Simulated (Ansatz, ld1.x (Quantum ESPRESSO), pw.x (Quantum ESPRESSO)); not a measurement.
## What a changed setting does to a pw.x run (sc Ca)

Potential: PAW, ld1.x (Quantum ESPRESSO) 7.5, PBE; core [Ne], reference 3s2 3p6 3d0 4s2 4p0; waves: 3s (bound): rcut 2.00, rcutus 2.35 bohr; 4s (bound): rcut 2.00, rcutus 2.35 bohr; 3p (bound): rcut 1.75, rcutus 1.85 bohr; 4p (bound, empty): rcut 1.75, rcutus 1.85 bohr; 3d (bound, empty): rcut 2.45, rcutus 3.25 bohr; 3d channel at 1.1 Ry: rcut 2.45, rcutus 3.25 bohr; local part: all-electron potential smoothed inside 1.45 bohr (lloc = -2); core correction: none; augmentation: BESSEL, radius 1.75 bohr.

The reference run (k-mesh 9³, cutoffs 50/400 Ry, Fermi–Dirac 0.01 Ry, mixing_beta 0.4, conv_thr 1e-9, no spin) gives -0.05 GPa at 44.292 Å³/atom, where all-electron LAPW gives -0.01 GPa. This run, with its own iteration cap, changes degauss to 0.002.

```
&control
  calculation='scf', prefix='x', pseudo_dir='./', outdir='./tmp', tstress=.true., disk_io='none'
/
&system
  ibrav=0, nat=1, ntyp=1, ecutwfc=50, ecutrho=400, nbnd=12,
  occupations='smearing', smearing='fd', degauss=0.002
/
&electrons
  conv_thr=1e-09, mixing_beta=0.4, electron_maxstep=50
/
ATOMIC_SPECIES
Ca 1.0 Ca.UPF
CELL_PARAMETERS angstrom
  3.53814068 0.00000000 0.00000000
  0.00000000 3.53814068 0.00000000
  0.00000000 0.00000000 3.53814068
ATOMIC_POSITIONS crystal
Ca 0.0000 0.0000 0.0000
K_POINTS automatic
9 9 9 0 0 0
```

```bash
pw.x < Ca.scf.in > Ca.scf.out
```

**Question.** How does the run end?

**Answer.** It converges in 11 iterations; the free energy moves by +35.0 meV/atom and the pressure by -0.13 GPa. In a metal, with Fermi–Dirac smearing, F lies below its zero-width value by a term in the square of the width.

```
Message from routine setup:
     using ibrav=0 with symmetry is DISCOURAGED, use correct ibrav instead
     lattice parameter (alat)  =       6.6861  a.u.
     unit-cell volume          =     298.8972 (a.u.)^3
     number of electrons       =        10.00
     number of Kohn-Sham states=           12
     kinetic-energy cutoff     =      50.0000  Ry
     charge density cutoff     =     400.0000  Ry
     scf convergence threshold =      1.0E-09
     Exchange-correlation= SLA  PW   PBX  PBC
     number of k points=    35  Fermi-Dirac smearing, width (Ry)=  0.0020
     iteration #  1     ecut=    50.00 Ry     beta= 0.40
     total energy              =    -133.49129022 Ry
     estimated scf accuracy    <       0.00708317 Ry
     iteration #  2     ecut=    50.00 Ry     beta= 0.40
     total energy              =    -133.49152846 Ry
     estimated scf accuracy    <       0.00252177 Ry
     iteration #  3     ecut=    50.00 Ry     beta= 0.40
     total energy              =    -133.49172287 Ry
     estimated scf accuracy    <       0.00000628 Ry
     iteration #  4     ecut=    50.00 Ry     beta= 0.40
     c_bands:  1 eigenvalues not converged
     c_bands:  1 eigenvalues not converged
     c_bands:  1 eigenvalues not converged
     c_bands:  1 eigenvalues not converged
     c_bands:  2 eigenvalues not converged
     total energy              =    -133.49182786 Ry
     estimated scf accuracy    <       0.00000221 Ry
     iteration #  5     ecut=    50.00 Ry     beta= 0.40
     total energy              =    -133.49182864 Ry
     estimated scf accuracy    <       0.00000036 Ry
     iteration #  6     ecut=    50.00 Ry     beta= 0.40
     total energy              =    -133.49182878 Ry
     estimated scf accuracy    <       0.00000005 Ry
     iteration #  7     ecut=    50.00 Ry     beta= 0.40
     total energy              =    -133.49182878 Ry
     estimated scf accuracy    <       0.00000005 Ry
     iteration #  8     ecut=    50.00 Ry     beta= 0.40
     total energy              =    -133.49182881 Ry
     estimated scf accuracy    <          2.0E-09 Ry
     iteration #  9     ecut=    50.00 Ry     beta= 0.40
     total energy              =    -133.49182880 Ry
     estimated scf accuracy    <       0.00000001 Ry
     iteration # 10     ecut=    50.00 Ry     beta= 0.40
     total energy              =    -133.49182880 Ry
     estimated scf accuracy    <          7.3E-09 Ry
     iteration # 11     ecut=    50.00 Ry     beta= 0.40
     the Fermi energy is     4.5247 ev
!    total energy              =    -133.49182880 Ry
     estimated scf accuracy    <          7.1E-10 Ry
     smearing contrib. (-TS)   =      -0.00022633 Ry
     The total energy is F=E-TS. E is the sum of the following terms:
     one-electron contribution =     -39.89307554 Ry
     hartree contribution      =      21.61677655 Ry
     xc contribution           =     -10.19231993 Ry
     ewald contribution        =     -42.43565484 Ry
     one-center paw contrib.   =     -62.58732871 Ry
     convergence has been achieved in  11 iterations
          total   stress  (Ry/bohr**3)                   (kbar)     P=       -1.84
     Message from routine punch:
     Nothing written, as per user request (disk_io='none')
```

The run took about 17 s on one core of a shared host (Neoverse-V1, 32 threads, 247 GiB, load 10).
